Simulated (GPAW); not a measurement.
# MgB2 (P6/mmm) in GPAW: a series of runs

The runs below take MgB2 through relaxation of cell and atoms, with PBEsol+D4, revPBE.

Everything below comes from runs of GPAW 26.7.0. Logs are shortened: lines on timing, memory, paths and dates and some standing lists are left out, and cuts for length are marked. The log counts tension as positive stress, the text compression.

### 1 The structure

The structure is hexagonal, space group P6/mmm (No. 191). Conventional cell: a = 3.085 Å, b = 3.085 Å, c = 3.523 Å, α = 90.00°, β = 90.00°, γ = 120.00°. Mg (site symmetry 6/mmm) is surrounded by 12 B at 2.51 Å. B (site symmetry -6m2) is surrounded by 3 B at 1.78 Å.

### 2 Relaxation of cell and atoms, PBEsol+D4

Contents of run.py:

```python
from ase.calculators.mixing import SumCalculator
from ase.filters import FrechetCellFilter
from ase.io import read, write
from ase.optimize import LBFGS
from dftd4.ase import DFTD4
from gpaw import GPAW, PW, setup_paths

setup_paths.insert(0, '.')

atoms = read('POSCAR')

calc = GPAW(mode=PW(800),
            xc='PBEsol',
            kpts={'size': (10, 10, 8), 'gamma': True},
            occupations={'name': 'fermi-dirac', 'width': 0.05},
            nbands=17,
            convergence={'density': 1e-05, 'forces': 0.0001},
            maxiter=150,
            txt='gpaw.txt')
atoms.calc = SumCalculator([calc, DFTD4(method='pbesol')])
opt = LBFGS(FrechetCellFilter(atoms), trajectory='relax.traj', logfile='-')
done = opt.run(fmax=0.01, steps=60)
calc.write('gs.gpw')
write('result.traj', atoms)
print('Converged:', done)
print('Cell:', atoms.cell.cellpar().round(4))
print('Volume:', round(atoms.get_volume(), 4))
print(atoms.get_scaled_positions().round(5))
```

Contents of POSCAR:

```
MgB2
1.0
    3.0850000000      0.0000000000      0.0000000000
   -1.5425000000      2.6716883707      0.0000000000
    0.0000000000      0.0000000000      3.5230000000
Mg B
1 2
Direct
    0.0000000000      0.0000000000      0.0000000000
    0.6666666667      0.3333333333      0.5000000000
    0.3333333333      0.6666666667      0.5000000000
```

Potentials or basis: PAW data sets generated in the run's folder for this functional, pw.

The run is started by

```console
$ gpaw-setup -f PBEsol B Mg
$ OMP_NUM_THREADS=1 python run.py
```

gpaw.txt:

```text
__  _  _
 | _ |_)|_||  |
 |__||  | ||/\| - 26.7.0

Input parameters:
  mode=PW(ecut=800.0),
  convergence={'density': 1e-05, 'forces': 0.0001},
  kpts=MonkhorstPack(size=(10, 10, 8), gamma=True),
  maxiter=150,
  nbands=17,
  occupations=Occupations(name='fermi-dirac', width=0.05),
  xc=XC(name='PBEsol')

Diagonalizing LCAO Hamiltonian
Converting LCAO to pw mode

         B  B

       Mg

Atoms  # Å, Bohr magnetons
|   | symbol |         x |        y |        z |    initial magnetic moments |
|---|--------|-----------|----------|----------|-----------------------------|
| 0 |     Mg |  0.000000 | 0.000000 | 0.000000 | ( 0.0000,  0.0000,  0.0000) |
| 1 |      B |  1.542500 | 0.890563 | 1.761500 | ( 0.0000,  0.0000,  0.0000) |
| 2 |      B | -0.000000 | 1.781126 | 1.761500 | ( 0.0000,  0.0000,  0.0000) |

Unit cell  # Å
| periodic |         x |        y |        z |  lengths |     angles |
|----------|-----------|----------|----------|----------|------------|
|      yes |  3.085000 | 0.000000 | 0.000000 | 3.085000 |  90.000000 |
|      yes | -1.542500 | 2.671688 | 0.000000 | 3.085000 |  90.000000 |
|      yes |  0.000000 | 0.000000 | 3.523000 | 3.523000 | 120.000000 |

Number of symmetries: 24
Symmetry operations  # r_c * U_cc + t_c -> r_c
|    | kind |            matrix            |
|----|------|------------------------------|
|  0 |  σ   |  1, 1, 0,  0,-1, 0,  0, 0, 1 |
|  1 |  C2  |  1, 1, 0,  0,-1, 0,  0, 0,-1 |
|  2 |  C6  |  1, 1, 0, -1, 0, 0,  0, 0, 1 |
|  3 |  S6  |  1, 1, 0, -1, 0, 0,  0, 0,-1 |
|  4 |  E   |  1, 0, 0,  0, 1, 0,  0, 0, 1 |
|  5 |  σ   |  1, 0, 0,  0, 1, 0,  0, 0,-1 |
|  6 |  σ   |  1, 0, 0, -1,-1, 0,  0, 0, 1 |
|  7 |  C2  |  1, 0, 0, -1,-1, 0,  0, 0,-1 |
|  8 |  σ   |  0, 1, 0,  1, 0, 0,  0, 0, 1 |
|  9 |  C2  |  0, 1, 0,  1, 0, 0,  0, 0,-1 |
| 10 |  C3  |  0, 1, 0, -1,-1, 0,  0, 0, 1 |
| 11 |  S3  |  0, 1, 0, -1,-1, 0,  0, 0,-1 |
| 12 |  C6  |  0,-1, 0,  1, 1, 0,  0, 0, 1 |
| 13 |  S6  |  0,-1, 0,  1, 1, 0,  0, 0,-1 |
| 14 |  σ   |  0,-1, 0, -1, 0, 0,  0, 0, 1 |
| 15 |  C2  |  0,-1, 0, -1, 0, 0,  0, 0,-1 |
| 16 |  σ   | -1, 0, 0,  1, 1, 0,  0, 0, 1 |
[... 192 lines left out ...]
No gap
No difference between direct/indirect transitions

Stress tensor  # eV/Ang^3
|        x |        y |        z |
|----------|----------|----------|
| 0.018918 | 0.000000 | 0.000000 |
| 0.000000 | 0.018918 | 0.000000 |
| 0.000000 | 0.000000 | 0.019503 |

Forces  # eV/Ang
|        x |        y |       z |
|----------|----------|---------|
|  0.00000 | -0.00000 | 0.00000 |  # Mg   0
|  0.00000 |  0.00000 | 0.00000 |  # B    1
| -0.00000 |  0.00000 | 0.00000 |  # B    2

Diagonalizing LCAO Hamiltonian
Converting LCAO to pw mode

         B  B

       Mg

Atoms  # Å, Bohr magnetons
|   | symbol |         x |        y |        z |    initial magnetic moments |
|---|--------|-----------|----------|----------|-----------------------------|
| 0 |     Mg | -0.000000 | 0.000000 | 0.000000 | ( 0.0000,  0.0000,  0.0000) |
| 1 |      B |  1.540234 | 0.889254 | 1.758634 | ( 0.0000,  0.0000,  0.0000) |
| 2 |      B |  0.000000 | 1.778509 | 1.758634 | ( 0.0000,  0.0000,  0.0000) |

Unit cell  # Å
| periodic |         x |         y |         z |  lengths |     angles |
|----------|-----------|-----------|-----------|----------|------------|
|      yes |  3.080467 |  0.000000 |  0.000000 | 3.080467 |  90.000000 |
|      yes | -1.540234 |  2.667763 | -0.000000 | 3.080467 |  90.000000 |
|      yes |  0.000000 | -0.000000 |  3.517268 | 3.517268 | 119.999996 |
[... 198 lines left out ...]
No gap
No difference between direct/indirect transitions

Stress tensor  # eV/Ang^3
|        x |        y |        z |
|----------|----------|----------|
| 0.014293 | 0.000000 | 0.000000 |
| 0.000000 | 0.014293 | 0.000000 |
| 0.000000 | 0.000000 | 0.016322 |

Forces  # eV/Ang
|        x |        y |       z |
|----------|----------|---------|
| -0.00000 |  0.00000 | 0.00000 |  # Mg   0
|  0.00001 | -0.00000 | 0.00000 |  # B    1
| -0.00001 |  0.00000 | 0.00000 |  # B    2

Interpolating wave functions to new cell

         B  B

       Mg

Atoms  # Å, Bohr magnetons
|   | symbol |         x |        y |        z |    initial magnetic moments |
|---|--------|-----------|----------|----------|-----------------------------|
| 0 |     Mg | -0.000000 | 0.000000 | 0.000000 | ( 0.0000,  0.0000,  0.0000) |
| 1 |      B |  1.524623 | 0.880241 | 1.737645 | ( 0.0000,  0.0000,  0.0000) |
| 2 |      B | -0.000000 | 1.760482 | 1.737645 | ( 0.0000,  0.0000,  0.0000) |

Unit cell  # Å
| periodic |         x |         y |         z |  lengths |     angles |
|----------|-----------|-----------|-----------|----------|------------|
|      yes |  3.049243 |  0.000001 | -0.000000 | 3.049243 |  90.000000 |
|      yes | -1.524621 |  2.640722 |  0.000000 | 3.049243 |  90.000000 |
|      yes | -0.000000 | -0.000000 |  3.475290 | 3.475290 | 119.999962 |
[... 196 lines left out ...]
No gap
No difference between direct/indirect transitions

Stress tensor  # eV/Ang^3
|         x |         y |         z |
|-----------|-----------|-----------|
| -0.020195 |  0.000001 |  0.000000 |
|  0.000001 | -0.020194 |  0.000000 |
|  0.000000 |  0.000000 | -0.008468 |

Forces  # eV/Ang
|        x |        y |       z |
|----------|----------|---------|
| -0.00000 |  0.00000 | 0.00000 |  # Mg   0
|  0.00000 | -0.00000 | 0.00000 |  # B    1
| -0.00000 |  0.00000 | 0.00000 |  # B    2

Interpolating wave functions to new cell

         B  B

       Mg

Atoms  # Å, Bohr magnetons
|   | symbol |         x |         y |        z |    initial magnetic moments |
|---|--------|-----------|-----------|----------|-----------------------------|
| 0 |     Mg | -0.000000 | -0.000000 | 0.000000 | ( 0.0000,  0.0000,  0.0000) |
| 1 |      B |  1.525252 |  0.880604 | 1.737298 | ( 0.0000,  0.0000,  0.0000) |
| 2 |      B | -0.000000 |  1.761209 | 1.737298 | ( 0.0000,  0.0000,  0.0000) |

Unit cell  # Å
| periodic |         x |         y |         z |  lengths |     angles |
|----------|-----------|-----------|-----------|----------|------------|
|      yes |  3.050501 |  0.000001 | -0.000000 | 3.050501 |  90.000000 |
|      yes | -1.525250 |  2.641812 |  0.000000 | 3.050501 |  90.000000 |
|      yes | -0.000000 | -0.000000 |  3.474597 | 3.474597 | 119.999961 |
[... 194 lines left out ...]
No gap
No difference between direct/indirect transitions

Stress tensor  # eV/Ang^3
|         x |         y |         z |
|-----------|-----------|-----------|
| -0.019010 |  0.000001 |  0.000000 |
|  0.000001 | -0.019009 |  0.000000 |
|  0.000000 |  0.000000 | -0.008425 |

Forces  # eV/Ang
|        x |        y |       z |
|----------|----------|---------|
| -0.00000 |  0.00000 | 0.00000 |  # Mg   0
|  0.00000 | -0.00000 | 0.00000 |  # B    1
| -0.00000 |  0.00000 | 0.00000 |  # B    2

Interpolating wave functions to new cell

         B  B

       Mg

Atoms  # Å, Bohr magnetons
|   | symbol |         x |         y |        z |    initial magnetic moments |
|---|--------|-----------|-----------|----------|-----------------------------|
| 0 |     Mg |  0.000000 | -0.000000 | 0.000000 | ( 0.0000,  0.0000,  0.0000) |
| 1 |      B |  1.529158 |  0.882859 | 1.730417 | ( 0.0000,  0.0000,  0.0000) |
| 2 |      B | -0.000000 |  1.765720 | 1.730417 | ( 0.0000,  0.0000,  0.0000) |

Unit cell  # Å
| periodic |         x |         y |         z |  lengths |     angles |
|----------|-----------|-----------|-----------|----------|------------|
|      yes |  3.058313 |  0.000002 | -0.000000 | 3.058313 |  90.000000 |
|      yes | -1.529155 |  2.648578 |  0.000000 | 3.058313 |  90.000000 |
|      yes | -0.000000 | -0.000000 |  3.460835 | 3.460835 | 119.999940 |
[... 196 lines left out ...]
No gap
No difference between direct/indirect transitions

Stress tensor  # eV/Ang^3
|         x |         y |         z |
|-----------|-----------|-----------|
| -0.012680 |  0.000001 |  0.000000 |
|  0.000001 | -0.012679 |  0.000000 |
|  0.000000 |  0.000000 | -0.012481 |

Forces  # eV/Ang
|        x |        y |       z |
|----------|----------|---------|
|  0.00000 |  0.00000 | 0.00000 |  # Mg   0
| -0.00000 |  0.00000 | 0.00000 |  # B    1
|  0.00000 | -0.00000 | 0.00000 |  # B    2

Interpolating wave functions to new cell

         B  B

       Mg

Atoms  # Å, Bohr magnetons
|   | symbol |         x |         y |        z |    initial magnetic moments |
|---|--------|-----------|-----------|----------|-----------------------------|
| 0 |     Mg |  0.000000 | -0.000000 | 0.000000 | ( 0.0000,  0.0000,  0.0000) |
| 1 |      B |  1.529455 |  0.883031 | 1.726791 | ( 0.0000,  0.0000,  0.0000) |
| 2 |      B | -0.000000 |  1.766063 | 1.726791 | ( 0.0000,  0.0000,  0.0000) |

Unit cell  # Å
| periodic |         x |         y |         z |  lengths |     angles |
|----------|-----------|-----------|-----------|----------|------------|
|      yes |  3.058907 |  0.000002 | -0.000000 | 3.058907 |  90.000000 |
|      yes | -1.529452 |  2.649092 |  0.000000 | 3.058907 |  90.000000 |
|      yes | -0.000000 | -0.000000 |  3.453582 | 3.453582 | 119.999932 |
[... 195 lines left out ...]
No gap
No difference between direct/indirect transitions

Stress tensor  # eV/Ang^3
|         x |         y |         z |
|-----------|-----------|-----------|
| -0.012825 |  0.000001 |  0.000000 |
|  0.000001 | -0.012823 |  0.000000 |
|  0.000000 |  0.000000 | -0.015675 |

Forces  # eV/Ang
|        x |        y |       z |
|----------|----------|---------|
| -0.00000 |  0.00000 | 0.00000 |  # Mg   0
| -0.00000 |  0.00000 | 0.00000 |  # B    1
|  0.00000 | -0.00000 | 0.00000 |  # B    2

Interpolating wave functions to new cell

         B  B

       Mg

Atoms  # Å, Bohr magnetons
|   | symbol |         x |         y |         z |    initial magnetic moments |
|---|--------|-----------|-----------|-----------|-----------------------------|
| 0 |     Mg |  0.000000 | -0.000000 | -0.000000 | ( 0.0000,  0.0000,  0.0000) |
| 1 |      B |  1.529058 |  0.882802 |  1.725552 | ( 0.0000,  0.0000,  0.0000) |
| 2 |      B | -0.000000 |  1.765604 |  1.725552 | ( 0.0000,  0.0000,  0.0000) |

Unit cell  # Å
| periodic |         x |         y |         z |  lengths |     angles |
|----------|-----------|-----------|-----------|----------|------------|
|      yes |  3.058113 |  0.000002 | -0.000000 | 3.058113 |  90.000000 |
|      yes | -1.529055 |  2.648404 |  0.000000 | 3.058113 |  90.000000 |
|      yes | -0.000000 | -0.000000 |  3.451104 | 3.451104 | 119.999931 |
[... 195 lines left out ...]
No gap
No difference between direct/indirect transitions

Stress tensor  # eV/Ang^3
|         x |         y |         z |
|-----------|-----------|-----------|
| -0.013893 |  0.000001 |  0.000000 |
|  0.000001 | -0.013892 |  0.000000 |
|  0.000000 |  0.000000 | -0.017017 |

Forces  # eV/Ang
|        x |        y |       z |
|----------|----------|---------|
| -0.00000 |  0.00000 | 0.00000 |  # Mg   0
| -0.00000 |  0.00000 | 0.00000 |  # B    1
|  0.00000 | -0.00000 | 0.00000 |  # B    2

# Writing to gs.gpw (mode='')
```

Run time: 5 min. Hardware: 1 thread of Arm Neoverse V1, shared host; peak memory 0.37 GiB.

What came out:

```
Free energy                            : -16.8136 eV
Relaxed volume                         : 9.32 Å³/atom
Relaxed cell                           : a = 3.058 Å, b = 3.058 Å, c = 3.451 Å, α = 90.00°, β = 90.00°, γ = 120.00°
Space group after relaxing (to 0.05 Å) : P6/mmm (No. 191)
Energy gained by relaxing              : 5.9 meV/atom
Ionic steps                            : 7
Pressure after relaxing                : 0.0 GPa
Band gap on the k mesh                 : none (metal or under the smearing width)
Dispersion energy per atom             : -0.129 eV
```

Step by step:
| step | energy change (eV) | largest force (eV/Å) | pressure (GPa) | volume (Å³) |
| --- | --- | --- | --- | --- |
| 1 | 0.0000 | 0.0000 | -5.29 | 29.04 |
| 2 | -0.0039 | 0.0000 | -4.65 | 28.90 |
| 3 | -0.0161 | 0.0000 | 0.21 | 27.98 |
| 4 | -0.0163 | 0.0000 | 0.08 | 28.00 |
| 5 | -0.0175 | 0.0000 | -0.38 | 28.03 |
| 6 | -0.0177 | 0.0000 | -0.20 | 27.99 |
| 7 | -0.0177 | 0.0000 | -0.02 | 27.95 |

Final structure:
```
Mg B
1.0
     3.05811    0.00000    0.00000
    -1.52905    2.64840    0.00000
     0.00000    0.00000    3.45110
Mg B
1 2
Direct
  0.00000 0.00000 0.00000
  0.66667 0.33333 0.50000
  0.33333 0.66667 0.50000
```

Caveat: later steps reuse the first step's grids; pairwise dispersion overbinds metals, which lowers pressure and volume.

### 3 Relaxation of cell and atoms, revPBE

Contents of run.py:

```python
from ase.filters import FrechetCellFilter
from ase.io import read, write
from ase.optimize import BFGS
from gpaw import GPAW, PW

atoms = read('MgB2.xyz')

calc = GPAW(mode=PW(800),
            xc='revPBE',
            kpts={'size': (10, 10, 8), 'gamma': True},
            occupations={'name': 'fermi-dirac', 'width': 0.05},
            nbands=17,
            convergence={'density': 1e-05, 'forces': 0.0001},
            maxiter=150,
            txt='gpaw.txt')
atoms.calc = calc
opt = BFGS(FrechetCellFilter(atoms), trajectory='relax.traj', logfile='-')
done = opt.run(fmax=0.02, steps=40)
calc.write('gs.gpw')
write('result.traj', atoms)
print('Converged:', done)
print('Cell:', atoms.cell.cellpar().round(4))
print('Volume:', round(atoms.get_volume(), 4))
print(atoms.get_scaled_positions().round(5))
```

Contents of MgB2.xyz:

```xyz
3
Lattice="3.0850000000 0.0000000000 0.0000000000 -1.5425000000 2.6716883707 0.0000000000 0.0000000000 0.0000000000 3.5230000000" Properties=species:S:1:pos:R:3 pbc="T T T"
Mg     0.0000000000      0.0000000000      0.0000000000
B      1.5425000002      0.8905627901      1.7615000000
B     -0.0000000002      1.7811255806      1.7615000000
```

Potentials or basis: the program's PAW data sets (release 1.2.1) made for this functional, pw.

The run is started by

```console
$ OMP_NUM_THREADS=1 python run.py
```

gpaw.txt:

```text
__  _  _
 | _ |_)|_||  |
 |__||  | ||/\| - 26.7.0

Input parameters:
  mode=PW(ecut=800.0),
  convergence={'density': 1e-05, 'forces': 0.0001},
  kpts=MonkhorstPack(size=(10, 10, 8), gamma=True),
  maxiter=150,
  nbands=17,
  occupations=Occupations(name='fermi-dirac', width=0.05),
  xc=XC(name='revPBE')

Diagonalizing LCAO Hamiltonian
Converting LCAO to pw mode

         B  B

       Mg

Atoms  # Å, Bohr magnetons
|   | symbol |         x |        y |        z |    initial magnetic moments |
|---|--------|-----------|----------|----------|-----------------------------|
| 0 |     Mg |  0.000000 | 0.000000 | 0.000000 | ( 0.0000,  0.0000,  0.0000) |
| 1 |      B |  1.542500 | 0.890563 | 1.761500 | ( 0.0000,  0.0000,  0.0000) |
| 2 |      B | -0.000000 | 1.781126 | 1.761500 | ( 0.0000,  0.0000,  0.0000) |

Unit cell  # Å
| periodic |         x |        y |        z |  lengths |     angles |
[... 492 lines left out ...]
| 1 |      B |  1.547970 |  0.893721 |  1.766500 | ( 0.0000,  0.0000,  0.0000) |
| 2 |      B | -0.000000 |  1.787442 |  1.766500 | ( 0.0000,  0.0000,  0.0000) |

Unit cell  # Å
| periodic |         x |         y |         z |  lengths |     angles |
|----------|-----------|-----------|-----------|----------|------------|
|      yes |  3.095941 |  0.000000 | -0.000000 | 3.095941 |  90.000000 |
|      yes | -1.547970 |  2.681163 | -0.000000 | 3.095941 |  90.000000 |
|      yes | -0.000000 | -0.000000 |  3.532999 | 3.532999 | 120.000000 |

Number of symmetries: 24
Symmetry operations  # r_c * U_cc + t_c -> r_c
|    | kind |            matrix            |
|----|------|------------------------------|
|  0 |  σ   |  1, 1, 0,  0,-1, 0,  0, 0, 1 |
|  1 |  C2  |  1, 1, 0,  0,-1, 0,  0, 0,-1 |
|  2 |  C6  |  1, 1, 0, -1, 0, 0,  0, 0, 1 |
|  3 |  S6  |  1, 1, 0, -1, 0, 0,  0, 0,-1 |
|  4 |  E   |  1, 0, 0,  0, 1, 0,  0, 0, 1 |
|  5 |  σ   |  1, 0, 0,  0, 1, 0,  0, 0,-1 |
|  6 |  σ   |  1, 0, 0, -1,-1, 0,  0, 0, 1 |
|  7 |  C2  |  1, 0, 0, -1,-1, 0,  0, 0,-1 |
|  8 |  σ   |  0, 1, 0,  1, 0, 0,  0, 0, 1 |
[... 198 lines left out ...]
No gap
No difference between direct/indirect transitions

Stress tensor  # eV/Ang^3
|        x |        y |         z |
|----------|----------|-----------|
| 0.000544 | 0.000000 |  0.000000 |
| 0.000000 | 0.000544 |  0.000000 |
| 0.000000 | 0.000000 | -0.001652 |

Forces  # eV/Ang
|       x |        y |       z |
|---------|----------|---------|
| 0.00000 |  0.00000 | 0.00000 |  # Mg   0
| 0.00000 |  0.00000 | 0.00000 |  # B    1
| 0.00000 | -0.00000 | 0.00000 |  # B    2

# Writing to gs.gpw (mode='')
```

stdout:

```text
Step          Energy          fmax
BFGS:    0      -14.569241        0.101667
BFGS:    1      -14.569654        0.086991
BFGS:    2      -14.571045        0.016153
Converged: True
Cell: [  3.0959   3.0959   3.533   90.      90.     120.    ]
Volume: 29.3265
[[0.      0.      0.     ]
 [0.66667 0.33333 0.5    ]
 [0.33333 0.66667 0.5    ]]
```

Wall time 84 s (1 thread of Arm Neoverse V1, shared host); peak memory 0.23 GiB.

Results:

| Item | Value |
| --- | --- |
| Free energy | -14.5710 eV |
| Relaxed volume | 9.78 Å³/atom |
| Relaxed cell | a = 3.096 Å, b = 3.096 Å, c = 3.533 Å, α = 90.00°, β = 90.00°, γ = 120.00° |
| Space group after relaxing (to 0.05 Å) | P6/mmm (No. 191) |
| Energy gained by relaxing | 0.6 meV/atom |
| Ionic steps | 3 |
| Pressure after relaxing | 0.0 GPa |
| Band gap on the k mesh | none (metal or under the smearing width) |

Stress tensor (GPa, compression positive):
```
-0.09  0.00  0.00
 0.00 -0.09  0.00
 0.00  0.00  0.26
```

Step by step:
```csv
step,energy change (eV),largest force (eV/Å),pressure (GPa),volume (Å³)
1,0.0000,0.0000,1.55,29.04
2,-0.0004,0.0000,1.34,29.08
3,-0.0019,0.0000,0.03,29.33
```

Final structure:
```cif
data_structure
_symmetry_space_group_name_H-M 'P 1'
_symmetry_Int_Tables_number 1
_cell_length_a 3.0959
_cell_length_b 3.0959
_cell_length_c 3.5330
_cell_angle_alpha 90.000
_cell_angle_beta 90.000
_cell_angle_gamma 120.000
_cell_volume 29.33
loop_
_atom_site_label
_atom_site_type_symbol
_atom_site_fract_x
_atom_site_fract_y
_atom_site_fract_z
_atom_site_occupancy
Mg1 Mg 0.00000 0.00000 0.00000 1
B1 B 0.66667 0.33333 0.50000 1
B2 B 0.33333 0.66667 0.50000 1
```

Caveat: later steps reuse the first step's grids. Zero-point motion and thermal expansion aren't in these numbers.
